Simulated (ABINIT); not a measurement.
# C (Fd-3m) in ABINIT: further runs, part 2 of 2

ABINIT 10.8.3 (patched build).

## Step 4: Relaxation of cell and atoms, PBE, target pressure 10 GPa, at which the enthalpy is minimised

The input, run.abi:

```
# Pseudopotentials
pp_dirpath "./"
pseudos "C.GGA_PBE-JTH.xml"

# Structure
acell 3*1.0
rprim
     0.0000000000     3.3700808789     3.3700808789
     3.3700808789     0.0000000000     3.3700808789
     3.3700808789     3.3700808789     0.0000000000
ntypat 1
znucl 6
natom 2
typat 1 1
xred
     0.7500000000     0.7500000000     0.7500000000
     0.5000000000     0.5000000000     0.5000000000
chkprim 0
chksymtnons 0
tolsym 1.0e-6

# Plane-wave basis
ecut 19.0
pawecutdg 38.0
pawxcdev 0
pawovlp -1

# k points
kptopt 1
ngkpt 13 13 13
nshiftk 1
shiftk 0.0 0.0 0.0

# Exchange and correlation
ixc 11

# Bands and occupations
nband 8
occopt 3
tsmear 0.00183747

# SCF cycle
nstep 100
tolvrs 1.0e-9

# Output
iomode 3
prtwf 0
prtden 0
prteig 0
prtebands 0
enunit 1

# Relaxation
ionmov 2
ntime 60
tolmxf 0.0005
optcell 2
dilatmx 1.08
ecutsm 0.5
strtarget 3*-3.398931e-04 3*0.0
```

Launch:

```
$ abinit run.abi > log 2>&1
```

Run time: 20 s. Hardware: 1 thread of Arm Neoverse V1, shared host; peak memory 0.09 GiB.

Results (log left out):

```
Free energy                                            : -312.5082 eV
Relaxed volume                                         : 5.56 Å³/atom
Relaxed cell                                           : a = 2.506 Å, b = 2.506 Å, c = 2.506 Å, α = 60.00°, β = 60.00°, γ = 60.00°
Space group after relaxing (to 0.05 Å)                 : Fd-3m (No. 227)
Energy change on relaxing (the enthalpy is what falls) : +4.0 meV/atom
Ionic steps                                            : 3
Pressure after relaxing                                : 10.0 GPa
Band gap on the k mesh                                 : 4.18 eV, indirect (least direct gap 5.65 eV)
```

Step by step:
```tsv
step	energy change (eV)	largest force (eV/Å)	pressure (GPa)	volume (Å³)
1	0.0000	0.0000	1.13	11.34
2	0.0158	0.0000	13.63	11.04
3	0.0079	0.0000	10.00	11.12
```

Final structure:
```
C
1.0
     0.00000    1.77183    1.77183
     1.77183    0.00000    1.77183
     1.77183    1.77183    0.00000
C
2
Direct
  0.75000 0.75000 0.75000
  0.50000 0.50000 0.50000
```

Levels at points of the mesh, in eV from the valence-band top:
```csv
k point,band 2,band 3,band 4,band 5,band 6,band 7
"(0.00, 0.00, 0.00)",0.00,0.00,0.00,5.65,5.65,5.65
```

Caveat: an odd mesh through Γ misses points on the zone boundary, where band edges often lie; the atomic spheres overlap.

## Step 5: Relaxation of cell and atoms, PBE, target pressure 20 GPa, at which the enthalpy is minimised

Edit run.abi of step 4 so:

```diff
@@ -60,2 +60,2 @@
 ecutsm 0.5
-strtarget 3*-3.398931e-04 3*0.0
+strtarget 3*-6.797862e-04 3*0.0
```

Launch:

```
$ abinit run.abi > log 2>&1
```

It took 26 s on 1 thread of Arm Neoverse V1, shared host; peak memory 0.09 GiB.

It converged, with:

| Quantity | Value |
| --- | --- |
| Free energy | -312.4857 eV |
| Relaxed volume | 5.45 Å³/atom |
| Relaxed cell | a = 2.489 Å, b = 2.489 Å, c = 2.489 Å, α = 60.00°, β = 60.00°, γ = 60.00° |
| Space group after relaxing (to 0.05 Å) | Fd-3m (No. 227) |
| Energy change on relaxing (the enthalpy is what falls) | +15.3 meV/atom |
| Ionic steps | 4 |
| Pressure after relaxing | 20.0 GPa |
| Band gap on the k mesh | 4.23 eV, indirect (least direct gap 5.70 eV) |

The path:
```tsv
step	energy change (eV)	largest force (eV/Å)	pressure (GPa)	volume (Å³)
1	0.0000	0.0000	1.13	11.34
2	0.0628	0.0000	29.54	10.70
3	0.0296	0.0000	19.65	10.91
4	0.0305	0.0000	20.00	10.90
```

Final structure:
```
C
1.0
     0.00000    1.75973    1.75973
     1.75973    0.00000    1.75973
     1.75973    1.75973    0.00000
C
2
Direct
  0.75000 0.75000 0.75000
  0.50000 0.50000 0.50000
```

Levels at points of the mesh, in eV from the valence-band top:
```csv
k point,band 2,band 3,band 4,band 5,band 6,band 7
"(0.00, 0.00, 0.00)",0.00,0.00,0.00,5.70,5.70,5.70
```

Caveat: an odd mesh through Γ misses points on the zone boundary, where band edges often lie; the atomic spheres overlap.

## Step 6: Relaxation of cell and atoms, PBE, target pressure 30 GPa, at which the enthalpy is minimised

Edit run.abi of step 5 so:

```diff
@@ -60,2 +60,2 @@
 ecutsm 0.5
-strtarget 3*-6.797862e-04 3*0.0
+strtarget 3*-1.019679e-03 3*0.0
```

Potentials or basis: JTH PAW PBE v2.0.

Launch:

```
$ abinit run.abi > log 2>&1
```

run.abo:

```text
.Version 10.8.3 of ABINIT
 Symmetries : space group Fd -3 m (#227); Bravais cF (face-center cubic)
================================================================================
 Values of the parameters that define the memory need of the present run
     intxc =       0    ionmov =       2      iscf =      17    lmnmax =       8
     lnmax =       4     mgfft =      24  mpssoang =       2    mqgrid =    3001
     natom =       2  nloc_mem =       2    nspden =       1   nspinor =       1
    nsppol =       1      nsym =      48    n1xccc =       1    ntypat =       1
    occopt =       3   xclevel =       2
       mpw =         388          nfft =       13824          nkpt =          84
 PAW method is used; the additional fine FFT grid is defined by:
   mgfftf=        30    nfftf =     27000
================================================================================
================================================================================

--------------------------------------------------------------------------------
------------- Echo of variables that govern the present computation ------------
--------------------------------------------------------------------------------
 -outvars: echo values of preprocessed input variables --------
            acell      1.0000000000E+00  1.0000000000E+00  1.0000000000E+00 Bohr
              amu      1.20110000E+01
          chkprim           0
      chksymtnons           0
          dilatmx      1.08000000E+00
             ecut      1.90000000E+01 Hartree
[... 545 lines left out ...]
xc_dc               : -7.59710509074740E-01
PAW spherical_terms :  8.21373250860641E-01
internal            : -1.14823903499243E+01
'-kT*entropy'       : -4.10768230295230E-15
total_energy_dc     : -1.14823903499243E+01
total_energy_dc_eV  : -3.12451758838914E+02
...

--- !EnergyTermsWithPAWCore
iteration_state     : {dtset: 1, itime: 4, icycle: 1, }
comment             : 'Components of total free energy, including PAW core contributions'
Total energy        : -7.61962257025400E+01
Total energy DC     : -7.61962246604851E+01
Total energy (eV)   : -2.07340492807776E+03
Total energy DC (eV): -2.07340489972200E+03
...

 Cartesian components of stress tensor (hartree/bohr^3)
  sigma(1 1)= -1.01902319E-03  sigma(3 2)=  0.00000000E+00
  sigma(2 2)= -1.01902319E-03  sigma(3 1)=  0.00000000E+00
  sigma(3 3)= -1.01902319E-03  sigma(2 1)=  0.00000000E+00

-Cartesian components of stress tensor (GPa)         [Pressure=  2.9981E+01 GPa]
- sigma(1 1)= -2.99806973E+01  sigma(3 2)=  0.00000000E+00
- sigma(2 2)= -2.99806973E+01  sigma(3 1)=  0.00000000E+00
- sigma(3 3)= -2.99806973E+01  sigma(2 1)=  0.00000000E+00

== END DATASET(S) ==============================================================
================================================================================

 -outvars: echo values of variables after computation  --------
            acell      4.6730418611E+00  4.6730418611E+00  4.6730418611E+00 Bohr
           etotal     -1.1482390350E+01
            fcart     -2.8520852739E-28  5.2967297944E-28 -3.6669667808E-28
                       2.8520852739E-28 -5.2967297944E-28  3.6669667808E-28
            rprim      0.0000000000E+00  7.0710678119E-01  7.0710678119E-01
                       7.0710678119E-01  0.0000000000E+00  7.0710678119E-01
                       7.0710678119E-01  7.0710678119E-01  0.0000000000E+00
           strten     -1.0190231897E-03 -1.0190231897E-03 -1.0190231897E-03
                       0.0000000000E+00  0.0000000000E+00  0.0000000000E+00
           xangst      2.6228718094E+00  2.6228718094E+00  2.6228718094E+00
                       1.7485812063E+00  1.7485812063E+00  1.7485812063E+00
             xred      7.5000000000E-01  7.5000000000E-01  7.5000000000E-01
                       5.0000000000E-01  5.0000000000E-01  5.0000000000E-01
 Calculation completed.
```

Run time: 27 s. Hardware: 1 thread of Arm Neoverse V1, shared host; peak memory 0.09 GiB.

Results:

| Quantity | Value |
| --- | --- |
| Free energy | -312.4518 eV |
| Relaxed volume | 5.35 Å³/atom |
| Relaxed cell | a = 2.473 Å, b = 2.473 Å, c = 2.473 Å, α = 60.00°, β = 60.00°, γ = 60.00° |
| Space group after relaxing (to 0.05 Å) | Fd-3m (No. 227) |
| Energy change on relaxing (the enthalpy is what falls) | +32.2 meV/atom |
| Ionic steps | 4 |
| Pressure after relaxing | 30.0 GPa |
| Band gap on the k mesh | 4.27 eV, indirect (least direct gap 5.75 eV) |

The path:
| step | energy change (eV) | largest force (eV/Å) | pressure (GPa) | volume (Å³) |
| --- | --- | --- | --- | --- |
| 1 | 0.0000 | 0.0000 | 1.13 | 11.34 |
| 2 | 0.1431 | 0.0000 | 47.43 | 10.37 |
| 3 | 0.0612 | 0.0000 | 29.09 | 10.71 |
| 4 | 0.0644 | 0.0000 | 29.98 | 10.69 |

Final structure:
```
C
1.0
     0.00000    1.74858    1.74858
     1.74858    0.00000    1.74858
     1.74858    1.74858    0.00000
C
2
Cartesian
  2.6229 2.6229 2.6229
  1.7486 1.7486 1.7486
```

Caveat: an odd mesh through Γ misses points on the zone boundary, where band edges often lie; the atomic spheres overlap.

## Step 7: Summary

```csv
cell,gap on the mesh (eV),pressure (GPa)
relaxed,4.13,0.0
relaxed to 5 GPa,4.16,5.0
relaxed to 10 GPa,4.18,10.0
relaxed to 20 GPa,4.23,20.0
relaxed to 30 GPa,4.27,30.0
```

Alike in all rows: task relaxation of cell and atoms; level PBE; potentials or basis JTH PAW PBE v2.0; no spin polarisation; k mesh 13 × 13 × 13; cutoff (eV) 517; smearing fermi-dirac 0.05 eV.

Caveats: an odd mesh through Γ misses points on the zone boundary, where band edges often lie; the atomic spheres overlap.

Absolute energies hang on the potentials; compare differences alone.

## Step 8: How close it comes

Step 2. The cell as given is a measured one (5.67 Å³/atom); PBE puts the equilibrium volume +0.3 % from it, thermal expansion not counted.
